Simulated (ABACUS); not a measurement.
Mn3Si, 4 atoms in the cell. It takes space group Fm-3m (No. 225, cubic). The conventional cell has a = 5.722 Å, b = 5.722 Å, c = 5.722 Å, α = 90.00°, β = 90.00°, γ = 90.00°. Mn (site symmetry -43m) is surrounded by 4 Mn at 2.48 Å and 4 Si at 2.48 Å. Around Mn (site symmetry m-3m) lie 8 Mn at 2.48 Å. Around Si (site symmetry m-3m) lie 8 Mn at 2.48 Å. 

```yaml
Program: ABACUS 3.10.1
Task: single point
Functional: PBEsol
Potentials_or_basis: PseudoDojo NC SR 0.4.1 PBEsol standard
Cutoff: 1320 eV
Density_cutoff: 5279 eV
Basis: plane waves
k_mesh: 8 × 8 × 8
Occupations: fermi-dirac, width 0.05 eV
Spin: collinear spin, ferromagnetic start
Starting_moments: "[4.0, 4.0, 4.0, 0.0] μB"
Radial_cutoff_of_the_potentials_pseudo_rcut: 7 bohr
SCF_threshold_on_the_density: 1e-08
Max_SCF_steps: 100
Eigensolver: dav
Mixing: broyden
Mixing_share: 0.4
Symmetry_key: 1
```

Potentials or basis: PseudoDojo NC SR 0.4.1 PBEsol standard, plane waves.

Launch:

```console
$ OMP_NUM_THREADS=1 mpirun -np 4 abacus > log
```

Hardware: 4 MPI ranks on Intel(R) Xeon(R) Platinum 8259CL CPU @ 2.50GHz (Skylake/Cascade Lake), on a shared host.

Estimate the wall time of this run.

Run time: 11 min on 4 MPI ranks on Intel(R) Xeon(R) Platinum 8259CL CPU @ 2.50GHz (Skylake/Cascade Lake), with other jobs on the host, peak memory 0.48 GiB a rank. Counts: scf iterations 88, k points 29, bands 36, ranks 4.
